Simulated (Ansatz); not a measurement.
**GaN under changes of volume**

One of the cells (11.564 Å³/atom); the others are scaled copies at fixed shape and fractional positions:

```
Ga N
1.0
     3.21154    0.00000    0.00000
    -1.60577    2.78127    0.00000
     0.00000    0.00000   10.35684
Ga N
4 4
Cartesian
  0.0000 0.0000 8.1391
  1.6058 0.9271 0.3868
  0.0000 1.8542 5.5652
  0.0000 0.0000 2.9607
  0.0000 0.0000 0.9636
  1.6058 0.9271 3.5601
  0.0000 0.0000 6.1420
  0.0000 1.8542 8.7385
```

The cell is a database's computed one.

* Program: Ansatz 0.2.0
* Functional: LDA
* Potentials or basis: Ansatz PAW
* Cutoff: 420 eV (not typed: the program's choice for these potentials)
* k mesh: 10 × 10 × 3
* Occupations: fermi-dirac, width 0.05 eV
* Spin: no spin polarisation

```tsv
volume (Å³/atom)	energy over the lowest point (meV/atom)	pressure (GPa)	gap on the mesh (eV)	largest force (eV/Å)
10.870	0.00	-0.4	1.29	0.484
11.101	3.54	-4.4	1.13	0.336
11.332	12.48	-7.9	0.97	0.205
11.564	26.24	-11.1	0.82	0.220
11.795	44.32	-13.9	0.68	0.234
12.026	?	?	?	?
12.257	91.47	-18.6	0.41	0.413
```

Problem. What does the run at 12.026 Å³/atom give?

Solution. Energy over the lowest point 66.19 meV/atom; pressure -16.4 GPa; gap on the mesh 0.54 eV; largest force 0.317 eV/Å.

Worked out: A Birch-Murnaghan fit of order 3 (a polynomial in V^(-2/3)) to the other rows has its minimum at 10.85 Å³/atom, just outside them, with B0 = V·E''(V) = 199 GPa and B' = 4.3 at fixed shape and positions, which overstates the stiffness. It gives 66.18 meV/atom at 12.026 Å³/atom, against the run's 66.19, and -dE/dV = -16.4 GPa, against -16.4. A straight line through the other rows of the gap, of slope -7.33 eV per unit of ln V (its deformation potential), gives 0.54 eV, against the run's 0.54.

Energies are extrapolated to zero smearing.

Caveats: odd divisions of the mesh miss points on the zone boundary, where band edges often lie, so the gap on the mesh can be too wide; the PAW data sets come from PBE, with cores solved anew for the run's functional, which leaves a small shift of forces and pressure.

Spin-orbit coupling on Ga is left out.
